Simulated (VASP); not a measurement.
# ZnO in VASP: work function with PBEsol

Aim: the work function of ZnO with PBEsol.

Program: VASP 6.6.1. These are calculated values, not measurements. Logs are shortened: lines on timing, memory, paths and dates and some standing lists are left out, and cuts for length are marked.

**1. The slab as given**

The cell holds a slab with vacuum, 12 atoms: a = 3.249 Å, b = 5.206 Å, c = 22.566 Å, α = 90.00°, β = 90.00°, γ = 90.00°.

**2. Work function, PBEsol**

Contents of INCAR:

```
SYSTEM = ZnO
PREC = Accurate
ENCUT = 520
EDIFF = 1E-6
ISMEAR = 0
SIGMA = 0.05
LREAL = .False.
LASPH = .True.
NELM = 60
ALGO = Fast
ISIF = 2
LWAVE = .False.
LCHARG = .True.
LDIPOL = .True.
IDIPOL = 3
DIPOL = 0.5 0.5 0.500
GGA = PS
LVHAR = .True.
LVACPOTAV = .True.
KPAR = 8
```

Contents of KPOINTS:

```
regular mesh
0
Gamma
  8 6 1
  0 0 0
```

Contents of POSCAR:

```
ZnO                                     
1.0
    3.2493080000      0.0000000000      0.0000000000
    0.0000000000      5.2057090000      0.0000000000
    0.0000000000      0.0000000000     22.5659609700
  Zn              O             
     6     6
Direct
     0.0000000000000000    0.5311823219109297    0.3722548816193369
     0.4999999998999982    0.9941869109244638    0.3898600464055945
     0.5000000000000000    0.4922951438101050    0.4842671118181664
     0.9999999998999982    0.9922951438101052    0.5157328881818338
     0.0000000000000000    0.4941869109244637    0.6101399535944055
     0.4999999998999982    0.0311823219109296    0.6277451183806626
     0.4999999998999982    0.3711546018943637    0.3981716458664739
     0.0000000000000000    0.8779430735377420    0.3543515430644544
     0.9999999998999982    0.3702679479223987    0.5227884854534849
     0.5000000000000000    0.8702679479223986    0.4772115145465149
     0.4999999998999982    0.3779430735377420    0.6456484569355455
     0.0000000000000000    0.8711546018943633    0.6018283541335261
```

Potentials or basis: VASP PAW PBE potentials, release 64 (Zn, O).

On the command line:

```sh
$ cat potpaw_PBE.64/Zn/POTCAR potpaw_PBE.64/O/POTCAR > POTCAR
$ mpirun -np 8 vasp_std > vasp.out
```

OUTCAR:

```text
SYSTEM = ZnO
   PREC = Accurate
   ENCUT = 520
   EDIFF = 1E-6
   ISMEAR = 0
   LREAL = .False.
   LASPH = .True.
   NELM = 60
   ISIF = 2
   GGA = PS

 ion  position               nearest neighbor table
   1  0.000  0.531  0.372-   8 1.85   7 1.92   7 1.92   2 2.93   2 2.93   3 3.01   3 3.01
   2  0.500  0.994  0.390-   8 1.91   8 1.91   7 1.97  10 2.07   1 2.93   1 2.93
   3  0.500  0.492  0.484-   9 1.95   9 1.95  10 1.97   7 2.04   1 3.01   1 3.01
   4  1.000  0.992  0.516-  10 1.95  10 1.95   9 1.97  12 2.04   6 3.01   6 3.01
   5  0.000  0.494  0.610-  11 1.91  11 1.91  12 1.97   9 2.07   6 2.93   6 2.93
   6  0.500  0.031  0.628-  11 1.85  12 1.92  12 1.92   5 2.93   5 2.93   4 3.01   4 3.01
   7  0.500  0.371  0.398-   1 1.92   1 1.92   2 1.97   3 2.04
   8  0.000  0.878  0.354-   1 1.85   2 1.91   2 1.91
   9  1.000  0.370  0.523-   3 1.95   3 1.95   4 1.97   5 2.07
  10  0.500  0.870  0.477-   4 1.95   4 1.95   3 1.97   2 2.07
  11  0.500  0.378  0.646-   6 1.85   5 1.91   5 1.91
  12  0.000  0.871  0.602-   6 1.92   6 1.92   5 1.97   4 2.04

  LATTYP: Found a simple orthorhombic cell.
 ALAT       =     3.2493080000
 B/A-ratio  =     1.6020977390
 C/A-ratio  =     6.9448513253

  Lattice vectors:

 A1 = (   3.2493080000,   0.0000000000,   0.0000000000)
 A2 = (   0.0000000000,   5.2057090000,   0.0000000000)
 A3 = (   0.0000000000,   0.0000000000,  22.5659609700)

Analysis of symmetry for initial positions (statically):
=====================================================================
 Subroutine PRICEL returns:
 Original cell was already a primitive cell.

 Routine SETGRP: Setting up the symmetry group for a
 simple orthorhombic supercell.

 Subroutine GETGRP returns: Found  4 space group operations
 (whereof  2 operations were pure point group operations)
 out of a pool of  8 trial point group operations.

The static configuration has the point symmetry C_1h.
 The point group associated with its full space group is C_2v.

Analysis of symmetry for dynamics (positions and initial velocities):
=====================================================================
 Subroutine PRICEL returns:
 Original cell was already a primitive cell.

 Routine SETGRP: Setting up the symmetry group for a
 simple orthorhombic supercell.

 Subroutine GETGRP returns: Found  4 space group operations
 (whereof  2 operations were pure point group operations)
 out of a pool of  8 trial point group operations.

The dynamic configuration has the point symmetry C_1h.
 The point group associated with its full space group is C_2v.

 Subroutine INISYM returns: Found  4 space group operations
 (whereof  2 operations are pure point group operations),
 and found     1 'primitive' translations

----------------------------------------------------------------------------------------

                                     Primitive cell

  volume of cell :     381.7021

  direct lattice vectors                    reciprocal lattice vectors
     3.249308000  0.000000000  0.000000000     0.307757836  0.000000000  0.000000000
     0.000000000  5.205709000  0.000000000     0.000000000  0.192096792  0.000000000
     0.000000000  0.000000000 22.565960970     0.000000000  0.000000000  0.044314532

  length of vectors
     3.249308000  5.205709000 22.565960970     0.307757836  0.192096792  0.044314532

  position of ions in fractional coordinates (direct lattice)
     0.000000000  0.531182322  0.372254882
     0.500000000  0.994186911  0.389860046
     0.500000000  0.492295144  0.484267112
     1.000000000  0.992295144  0.515732888
     0.000000000  0.494186911  0.610139954
     0.500000000  0.031182322  0.627745118
     0.500000000  0.371154602  0.398171646
     0.000000000  0.877943074  0.354351543
     1.000000000  0.370267948  0.522788485
     0.500000000  0.870267948  0.477211515
     0.500000000  0.377943074  0.645648457
     0.000000000  0.871154602  0.601828354

  ion indices of the primitive-cell ions
   primitive index   ion index
                 1           1
                 2           2
                 3           3
                 4           4
                 5           5
                 6           6
                 7           7
                 8           8
                 9           9
                10          10
                11          11
                12          12

----------------------------------------------------------------------------------------

 KPOINTS: regular mesh

Automatic generation of k-mesh.
 Grid dimensions read from file:
 generate k-points for:    8    6    1

 Generating k-lattice:

  Cartesian coordinates                     Fractional coordinates (reciprocal lattice)
     0.038469730  0.000000000  0.000000000     0.125000000  0.000000000  0.000000000
     0.000000000  0.032016132  0.000000000     0.000000000  0.166666667  0.000000000
     0.000000000  0.000000000  0.044314532     0.000000000  0.000000000  1.000000000

  Length of vectors
     0.038469730  0.032016132  0.044314532

  Shift w.r.t. Gamma in fractional coordinates (k-lattice)
     0.000000000  0.000000000  0.000000000

 Subroutine IBZKPT returns following result:
 ===========================================

 Found     20 irreducible k-points:

 Following reciprocal coordinates:
            Coordinates               Weight
  0.000000  0.000000  0.000000      1.000000
  0.125000  0.000000  0.000000      2.000000
  0.250000  0.000000  0.000000      2.000000
  0.375000  0.000000  0.000000      2.000000
  0.500000  0.000000  0.000000      1.000000
  0.000000  0.166667  0.000000      2.000000
[... 12 lines left out ...]
  0.375000  0.500000  0.000000      2.000000
  0.500000  0.500000  0.000000      1.000000
   k-points           NKPTS =     20   k-points in BZ     NKDIM =     20   number of bands    NBANDS=     64
   number of dos      NEDOS =    301   number of ions     NIONS =     12
   total plane-waves  NPLWV = 161280
   dimension x,y,z NGX =    24 NGY =   40 NGZ =  168
   dimension x,y,z NGXF=    48 NGYF=   80 NGZF=  336
   ions per type =               6   6
   NGX,Y,Z   is equivalent  to a cutoff of  12.28, 12.77, 12.38 a.u.
   NGXF,Y,Z  is equivalent  to a cutoff of  24.56, 25.55, 24.75 a.u.
 SYSTEM =  ZnO
   PREC   = accura    normal or accurate (medium, high low for compatibility)
   ISTART =      0    job   : 0-new  1-cont  2-samecut
   ICHARG =      2    charge: 1-file 2-atom 10-const
   ISPIN  =      1    spin polarized calculation?
   LNONCOLLINEAR =      F non collinear calculations
   LSORBIT =      F    spin-orbit coupling
   LASPH  =      T    aspherical Exc in radial PAW
   ENCUT  =  520.0 eV  38.22 Ry    6.18 a.u.   6.04  9.68 41.96*2*pi/ulx,y,z
   NELM   =     60;   NELMIN=  2; NELMDL= -5     # of ELM steps
   EDIFF  = 0.1E-05   stopping-criterion for ELM
   LREAL  =      F    real-space projection
   EDIFFG = 0.1E-04   stopping-criterion for IOM
   NSW    =      0    number of steps for IOM
   IBRION =     -1    ionic relax: 0-MD 1-quasi-New 2-CG
   NFREE  =      0    steps in history (QN), initial steepest desc. (CG)
   ISIF   =      2    stress and relaxation
   ISYM   =      2    0-nonsym 1-usesym 2-fastsym
   POTIM  = 0.5000    time-step for ionic-motion
   TEBEG  =    0.0;   TEEND  =   0.0 temperature during run
   PSTRESS=    0.0 pullay stress
   NELECT =     108.0000    total number of electrons
   NUPDOWN=      -1.0000    fix difference up-down
   EMIN   =  10.00;   EMAX   =-10.00  energy-range for DOS
   EFERMI =   0.00;   METHOD = LEGACY
   ISMEAR =     0;   SIGMA  =   0.05  broadening in eV -4-tet -1-fermi 0-gaus
   EFERMI_NEDOS =   21; number of points for ismear=-14 and -15
   IALGO  =     68    algorithm
   IMIX   =      4    mixing-type and parameters
     AMIX     =   0.40;   BMIX     =  1.00
     AMIX_MAG =   1.60;   BMIX_MAG =  1.00
  volume/ion in A,a.u.               =      31.81       214.65
  Fermi-wavevector in a.u.,A,eV,Ry     =   1.074751  2.030985 15.715951  1.155090
  Thomas-Fermi vector in A             =   2.210588
   LORBIT       =      0    0 simple, 1 ext, 2 COOP (PROOUT), +10 PAW based schemes
   GGA     = PS    functional components
   LHFCALC =     F    Hartree Fock is set to
   AEXX    =    0.0000 exact exchange contribution
   IVDW    =     0    specifies the selected vdW correction
   LEPSILON=     F    determine dielectric tensor
   LRPA    =     F    only Hartree local field effects (RPA)
 non-spin polarized calculation
 RMM-DIIS sequential band-by-band and
 Gauss-broadening in eV      SIGMA  =   0.05
  energy-cutoff  :      520.00
  volume of cell :      381.70
 maximum number of plane-waves:     10322
   NGX = 13   NGY = 19   NGZ = 83

 number of electron     108.0000063 magnetization

 dipolmoment           0.000000      0.000000      0.000000 electrons x Angstroem

 Free energy of the ion-electron system (eV)
  ---------------------------------------------------
  ext. energy  EPLUGINS =         0.00000000
  ---------------------------------------------------
  free energy    TOTEN  =       -56.14894149 eV

  energy without entropy =      -56.14894149  energy(sigma->0) =      -56.14894149

 E-fermi :  -2.9063     XC(G=0):  -4.6496

 val. band max:       -3.1936759600   @ k =   0.0000   0.0000   0.0000
 cond. band min:      -2.1842480326   @ k =   0.0000   0.0000   0.0000
 fundamental gap:      1.0094279274
 Fermi energy:        -2.9062992200

 k-point     1 :       0.0000    0.0000    0.0000
  band No.  band energies     occupation
      1     -21.5478      2.00000
      2     -21.3807      2.00000
      3     -20.9444      2.00000
      4     -20.6447      2.00000
      5     -20.1812      2.00000
      6     -20.1555      2.00000
[... 56 lines left out ...]
     63       3.5749      0.00000
     64       4.2222      0.00000

 k-point     2 :       0.1250    0.0000    0.0000
  band No.  band energies     occupation
      1     -21.4915      2.00000
      2     -21.3376      2.00000
      3     -20.9065      2.00000
      4     -20.6239      2.00000
      5     -20.1555      2.00000
      6     -20.1353      2.00000
[... 56 lines left out ...]
     63       3.7221      0.00000
     64       4.4010      0.00000

 k-point     3 :       0.2500    0.0000    0.0000
  band No.  band energies     occupation
      1     -21.3479      2.00000
      2     -21.2321      2.00000
      3     -20.8093      2.00000
      4     -20.5807      2.00000
      5     -20.0937      2.00000
      6     -20.0852      2.00000
[... 1128 lines left out ...]
     63       4.8843      0.00000
     64       4.9382      0.00000

 k-point    20 :       0.5000    0.5000    0.0000
  band No.  band energies     occupation
      1     -21.0587      2.00000
      2     -21.0587      2.00000
      3     -20.6245      2.00000
      4     -20.6245      2.00000
      5     -19.9977      2.00000
      6     -19.9977      2.00000
[... 56 lines left out ...]
     63       5.0646      0.00000
     64       5.1152      0.00000

------------------------ aborting loop because EDIFF is reached ----------------------------------------

  FORCE on cell =-STRESS in cart. coord.  units (eV):
  Direction    XX          YY          ZZ          XY          YZ          ZX
  --------------------------------------------------------------------------------------
  -------------------------------------------------------------------------------------
  Total        2.7638275      2.9500193     -0.1905672      0.0000000      0.0000000      0.0000000
  in kB       11.6010397     12.3825715     -0.7998971      0.0000000      0.0000000      0.0000000
  external PRESSURE =       7.7279047 kB  Pullay stress =       0.0000000 kB

 VOLUME and BASIS-vectors are now :
 -----------------------------------------------------------------------------
  energy-cutoff  :      520.00
  volume of cell :      381.70
      direct lattice vectors                 reciprocal lattice vectors
     3.249308000  0.000000000  0.000000000     0.307757836  0.000000000  0.000000000
     0.000000000  5.205709000  0.000000000     0.000000000  0.192096792  0.000000000
     0.000000000  0.000000000 22.565960970     0.000000000  0.000000000  0.044314532

 POSITION                                       TOTAL-FORCE (eV/Angst)
 -----------------------------------------------------------------------------------
      0.00000      2.76518      8.40029         0.000000      0.003679     -0.004018
      1.62465      5.17545      8.79757         0.000000     -0.001265      0.002968
      1.62465      2.56275     10.92795         0.000000     -0.000281      0.006916
      3.24931      5.16560     11.63801         0.000000     -0.000281     -0.006916
      0.00000      2.57259     13.76839         0.000000     -0.001265     -0.002968
      1.62465      0.16233     14.16567         0.000000      0.003679      0.004018
      1.62465      1.93212      8.98513         0.000000      0.000678      0.006632
      0.00000      4.57032      7.99628         0.000000     -0.003795      0.001132
      3.24931      1.92751     11.79722         0.000000      0.000984     -0.003513
      1.62465      4.53036     10.76874         0.000000      0.000984      0.003513
      1.62465      1.96746     14.56968         0.000000     -0.003795     -0.001132
      0.00000      4.53498     13.58084         0.000000      0.000678     -0.006632
 -----------------------------------------------------------------------------------
    total drift:                                0.000001      0.002486      0.000016

  FREE ENERGIE OF THE ION-ELECTRON SYSTEM (eV)
  ---------------------------------------------------
  free  energy   TOTEN  =       -56.1489414857 eV

  energy  without entropy=      -56.1489414857  energy(sigma->0) =      -56.14894149

 vacuum level on the upper side and lower side of the slab         2.672         2.672
```

It took 2 min on 8 MPI ranks of Intel Xeon Platinum 8488C (Sapphire Rapids), shared host; peak memory 0.63 GiB.

What came out:

| Item | Value |
| --- | --- |
| Free energy | -56.1489 eV |
| Largest force | 0.007 eV/Å |
| Band gap on the k mesh | 1.01 eV, direct |
| Ionisation potential of the upper face | 5.87 eV |

Forces in eV/Å, atoms in the order of the input:
```
Zn   0.000  0.004 -0.004
Zn   0.000 -0.001  0.003
Zn   0.000  0.000  0.007
Zn   0.000  0.000 -0.007
Zn   0.000 -0.001 -0.003
Zn   0.000  0.004  0.004
O    0.000  0.001  0.007
O    0.000 -0.004  0.001
O    0.000  0.001 -0.004
O    0.000  0.001  0.004
O    0.000 -0.004 -0.001
O    0.000  0.001 -0.007
```

Caveat: the PAW data sets were made with another functional, which shifts forces and pressure a little.
